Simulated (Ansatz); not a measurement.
Wanted: the native input for an Ansatz 0.2.0 run.

| Item | Value |
| --- | --- |
| Task | relaxation of cell and atoms |
| Functional | RPBE |
| Potentials or basis | Ansatz PAW |
| Cutoff | 420 eV (not typed: the program's choice for these potentials) |
| k mesh | 10 × 10 × 10 |
| Occupations | fermi-dirac, width 0.05 eV |
| Spin | no spin polarisation |

The system is GaN.

```
Ga N
1.0
     0.00000    2.25350    2.25350
     2.25350    0.00000    2.25350
     2.25350    2.25350    0.00000
Ga N
1 1
Direct
  0.00000 0.00000 0.00000
  0.25000 0.25000 0.25000
```

The cell is a database's computed one.

One way to write it, as run:

input.yaml

```yaml
crystal:
  lattice:
    - [0.0, 2.2535006075, 2.2535006075]
    - [2.2535006075, 0.0, 2.2535006075]
    - [2.2535006075, 2.2535006075, 0.0]
  atoms:
    - { symbol: Ga, position: [0.0, 0.0, 0.0] }
    - { symbol: "N", position: [0.25, 0.25, 0.25] }
hamiltonian:
  xc: rpbe
  pseudopotentials: { kind: paw }
kpoints:
  mp_grid: { grid: [10, 10, 10] }
scf:
  occupations: { method: fermi_dirac, width: 0.05 }
output:
  forces: true
  stress: true
  write_density: true
  write_potential: true
  elf: true
  volumetric_format: npy
relax:
  f_tol: 0.01
  max_steps: 40
  cell: { stress_tol: 0.05 }
```

Potentials or basis: Ansatz PAW.

The run is started by

```sh
$ ansatz run input.yaml --threads 2 --pin off --max-ram 5120MiB --backend cpu --events-out ev --progress --plain --runs-dir out
```

It gave:

```yaml
Relaxed_volume: 12.04 Å³/atom
Relaxed_cell: a = 3.242 Å, b = 3.242 Å, c = 3.242 Å, α = 60.00°, β = 60.00°, γ = 60.00°
Space_group_after_relaxing_to_0.05_Å: F-43m (No. 216)
Energy_gained_by_relaxing: 16.4 meV/atom
Ionic_steps: 7
Pressure_after_relaxing: 0.0 GPa
Band_gap_on_the_k_mesh: 1.43 eV, direct
```

Caveat: the plane-wave basis is chosen anew once the cell has moved, so the energies of steps on either side of that aren't comparable; the pressure holds a Pulay correction of +0.4 GPa for the finite cutoff; the PAW data sets come from PBE, with cores solved anew for the run's functional, which leaves a small shift of forces and pressure.

It took 6 s on 2 threads of INTEL(R) XEON(R) PLATINUM 8581C CPU @ 2.30GHz (Emerald Rapids), with other jobs on the host, peak memory 0.38 GiB.
